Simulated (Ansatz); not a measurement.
Set up this calculation in Ansatz 0.2.0, as the native input.

* Task: relaxation of cell and atoms
* Functional: PBEsol
* Potentials or basis: all-electron LAPW, scalar-relativistic
* Basis error allowed: 0.002 eV/atom
* k mesh: 9 × 8 × 6
* Occupations: fermi-dirac, width 0.05 eV
* Spin: collinear spin, ferromagnetic start
* Starting moments: [1.0, 1.0, 0.0, 0.0] μB
* Target pressure: 5 GPa

SiNi:

```xyz
4
Lattice="2.9428 0.0000 0.0000 0.0000 3.2803 0.0000 0.0000 0.0000 4.6774" Properties=species:S:1:pos:R:3 pbc="T T T"
Ni    1.4714    1.6402    1.6020
Ni    0.0000    0.0000    3.0754
Si    1.4714    1.6402    3.9438
Si    0.0000    0.0000    0.7337
```

The cell is a database's computed one.

These files were run (other wordings do the same):

input.yaml

```yaml
crystal:
  lattice:
    - [2.94277066, 0.0, 0.0]
    - [0.0, 3.28032554, 0.0]
    - [0.0, 0.0, 4.67744676]
  atoms:
    - { symbol: Ni, position: [0.5, 0.5, 0.34249559], spin: 1.0 }
    - { symbol: Ni, position: [0.0, 0.0, 0.65750441], spin: 1.0 }
    - { symbol: Si, position: [0.5, 0.5, 0.84314316] }
    - { symbol: Si, position: [0.0, 0.0, 0.15685684] }
kpoints:
  mp_grid: { grid: [9, 8, 6] }
scf:
  occupations: { method: fermi_dirac, width: 0.05 }
hamiltonian:
  xc: pbesol
  pseudopotentials: { kind: all_electron, lapw: { basis_error: 0.002 } }
magnetization:
  spin_polarized: true
output:
  forces: true
  stress: true
relax:
  f_tol: 0.02
  max_steps: 60
  cell: { p_target: 5 }
```

Potentials or basis: all-electron LAPW, scalar-relativistic.

The run is started by

```sh
$ ansatz run input.yaml --threads 4 --pin off --max-ram 12288MiB --backend cpu --events-out ev --progress --plain --runs-dir out
```

It gave:

```json
{
 "Relaxed volume": "11.02 Å³/atom",
 "Relaxed cell": "a = 2.905 Å, b = 3.271 Å, c = 4.640 Å, α = 90.00°, β = 90.00°, γ = 90.00°",
 "Space group after relaxing (to 0.05 Å)": "Pmmn (No. 59)",
 "Energy change on relaxing (the enthalpy is what falls)": "+4.0 meV/atom",
 "Ionic steps": "6",
 "Pressure after relaxing": "5.0 GPa",
 "Largest force after relaxing": "0.003 eV/Å",
 "Net moment": "0.00 μB per cell",
 "Absolute moment": "0.00 μB per cell"
}
```

Caveat: the starting moments weren't kept.

Run time: 2.2 min on 4 threads of Arm Neoverse V2 (shared host), peak memory 1 GiB.
